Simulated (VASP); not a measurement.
# WS2 (Tungstenite) under changes of volume

One of the cells (17.927 Å³/atom); the others are scaled copies at fixed shape and fractional positions:

```
W S
1.0
     3.14614    0.00000    0.00000
    -1.57307    2.72464    0.00000
     0.00000    0.00000   12.54810
W S
2 4
Direct
  0.66667 0.33333 0.75000
  0.33333 0.66667 0.25000
  0.66667 0.33333 0.37503
  0.33333 0.66667 0.87503
  0.66667 0.33333 0.12497
  0.33333 0.66667 0.62497
```

- Program: VASP 6.6.1
- Functional: PBEsol
- Potentials or basis: VASP PAW PBE potentials, release 64 (W_sv, S)
- Cutoff: 520 eV
- k mesh: 8 × 8 × 4
- Occupations: gaussian, width 0.02 eV
- Spin: no spin polarisation

| volume (Å³/atom) | energy over the lowest point (meV/atom) | pressure (GPa) | gap on the mesh (eV) | largest force (eV/Å) |
| --- | --- | --- | --- | --- |
| 17.210 | 16.69 | 7.5 | 1.17 | 0.768 |
| 17.569 | 4.16 | 3.6 | 1.19 | 0.361 |
| 17.927 | 0.00 | 0.1 | 1.21 | 0.016 |
| 18.286 | ? | ? | ? | ? |
| 18.644 | 13.43 | -6.0 | 1.23 | 0.688 |

Task: What does the run at 18.286 Å³/atom give?

Result: Energy over the lowest point 3.35 meV/atom; pressure -3.1 GPa; gap on the mesh 1.22 eV; largest force 0.365 eV/Å.

Worked out: A Birch-Murnaghan fit of order 2 (a polynomial in V^(-2/3)) to the other rows has its minimum at 17.94 Å³/atom with B0 = V·E''(V) = 167 GPa at fixed shape and positions, which overstates the stiffness. It gives 3.32 meV/atom at 18.286 Å³/atom, against the run's 3.35, and -dE/dV = -3.1 GPa, against -3.1. A straight line through the other rows of the gap, of slope 0.745 eV per unit of ln V, gives 1.22 eV, against the run's 1.22.

Energies are extrapolated to zero smearing.

Caveats: the PAW data sets were made with another functional, which shifts forces and pressure a little; spin-orbit coupling is left out, which moves the levels of the heavy elements; this functional lacks dispersion, which binds the layers, so the pressure and a relaxed spacing across them are unreliable.

A mesh can miss the band edges.
